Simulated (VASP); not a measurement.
Crystal: TiAl.

```
Ti Al
1.0
     3.17906    0.00000    0.00000
     0.00000    3.17906    0.00000
     0.00000    0.00000    3.17906
Ti Al
1 1
Cartesian
  0.0000 0.0000 0.0000
  1.5895 1.5895 1.5895
```

The cell comes from a database or a generator and needn't be the stable form of this composition.

| Property | Result |
| --- | --- |
| Program | VASP 6.6.1 |
| Task | relaxation of cell and atoms |
| Functional | LDA |
| Potentials or basis | VASP PAW LDA potentials, release 64 (Ti_sv, Al) |
| Cutoff | 600 eV |
| k mesh | 8 × 8 × 8 |
| Occupations | fermi-dirac, width 0.05 eV |
| Spin | no spin polarisation |

At the start: pressure -5.7 GPa; volume 16.06 Å³/atom.

Problem. How do energy, volume and symmetry change on relaxing?

Solution. Over 3 steps the energy falls by 14.6 meV/atom and the volume is 15.28 Å³/atom (-4.9 %); space group Pm-3m (No. 221, to 0.05 Å).

The path:
| step | energy change (eV) | largest force (eV/Å) | pressure (GPa) | volume (Å³) |
| --- | --- | --- | --- | --- |
| 1 | 0.0000 | 0.0000 | -5.68 | 32.13 |
| 2 | -0.0156 | 0.0000 | 4.44 | 29.55 |
| 3 | -0.0291 | 0.0000 | 0.00 | 30.56 |

Final structure:
```
CELL_PARAMETERS angstrom
3.12639 0.00000 0.00000
0.00000 3.12639 0.00000
0.00000 0.00000 3.12639
ATOMIC_POSITIONS crystal
Ti 0.00000 0.00000 0.00000
Al 0.50000 0.50000 0.50000
```
